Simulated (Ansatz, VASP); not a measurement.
## One calculation of NaH, two programs

The input INCAR:

```
SYSTEM = NaH
ALGO = Normal
EDIFF = 1E-6
ENCUT = 520
GGA = PE
ISIF = 2
ISMEAR = 0
LASPH = .True.
LCHARG = .True.
LELF = .True.
LREAL = .False.
LVHAR = .True.
LWAVE = .False.
NBANDS = 11
NELM = 100
PREC = Accurate
SIGMA = 0.02
```

KPOINTS

```
k-points
0
Gamma
  8 8 8
  0 0 0
```

POSCAR

```
NaH
1.0
    0.0000000000      2.3558200000      2.3558200000
    2.3558200000      0.0000000000      2.3558200000
    2.3558200000      2.3558200000      0.0000000000
Na H
1 1
Direct
    0.0000000000      0.0000000000      0.0000000000
    0.5000000000      0.5000000000      0.5000000000
```

Input for Ansatz:

```yaml
crystal:
  lattice:
    - [0.0, 2.35582, 2.35582]
    - [2.35582, 0.0, 2.35582]
    - [2.35582, 2.35582, 0.0]
  atoms:
    - { symbol: Na, position: [0.0, 0.0, 0.0] }
    - { symbol: H, position: [0.5, 0.5, 0.5] }
basis:
  ecutwfc: 420
kpoints:
  mp_grid: { grid: [8, 8, 8] }
hamiltonian:
  xc: pbe
scf:
  occupations: { method: gaussian, width: 0.02 }
output:
  forces: true
  stress: true
  eigenvalues: true
```

Alike in both runs: task single point; functional PBE; k mesh 8 × 8 × 8; occupations gaussian, width 0.02 eV; no spin polarisation.

```csv
,VASP,Ansatz
version,VASP 6.6.1,Ansatz 0.2.0
potentials or method,"VASP PAW PBE potentials, release 64 (Na_pv, H)","scalar-relativistic, plane waves, PAW"
plane-wave cutoff (eV),520,420
valence electrons in the cell,8,10
```

Ansatz gave:

| Item | Value |
| --- | --- |
| gap on the k mesh at the Fermi level (eV) | 3.89 |
| least direct gap on the mesh (eV) | 4.79 |
| pressure (GPa) | 2.0 |

What did VASP give for the same quantities?

gap on the k mesh at the Fermi level (eV): 3.89; least direct gap on the mesh (eV): 4.78; pressure (GPa): 2.0.

The two sets of potentials don't hold the same shells in valence.

A k mesh can miss the band edges.
